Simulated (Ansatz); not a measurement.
**KBr in Ansatz: the effect of exact exchange**

Crystal: KBr.

```xyz
2
Lattice="0.0000 3.3000 3.3000 3.3000 0.0000 3.3000 3.3000 3.3000 0.0000" Properties=species:S:1:pos:R:3 pbc="T T T"
Br    3.3000    3.3000    3.3000
K     0.0000    0.0000    0.0000
```

Alike in all runs:

```yaml
Program: Ansatz 0.2.0
Task: single point
Functional: HSE(alpha, omega)
Potentials_or_basis: all-electron PAW datasets made for the crystal
Cutoff: 220 eV (chosen from the basis error)
k_mesh: 4 × 4 × 4
Occupations: fermi-dirac, width 0.05 eV
Spin: no spin polarisation
```

```csv
exact exchange,gap on the mesh (eV),pressure (GPa)
0.05,4.67,0.7
0.1,4.91,0.6
0.15,?,?
0.2,5.38,0.5
0.25,5.63,0.5
0.3,5.87,0.4
0.4,6.36,0.3
0.5,6.86,0.2
```

Task: What does the run with exact exchange 0.15 give?

Result: gap on the mesh 5.14 eV; pressure 0.6 GPa.

Worked out: A straight line through the other rows of the gap on the mesh, of slope 4.86 eV per unit of exact exchange, gives 5.15 eV, against the run's 5.14. A straight line through the other rows of the pressure, of slope -1.07 GPa per unit of exact exchange, gives 0.6 GPa, against the run's 0.6.

Runs at the PBE level aren't shown here.
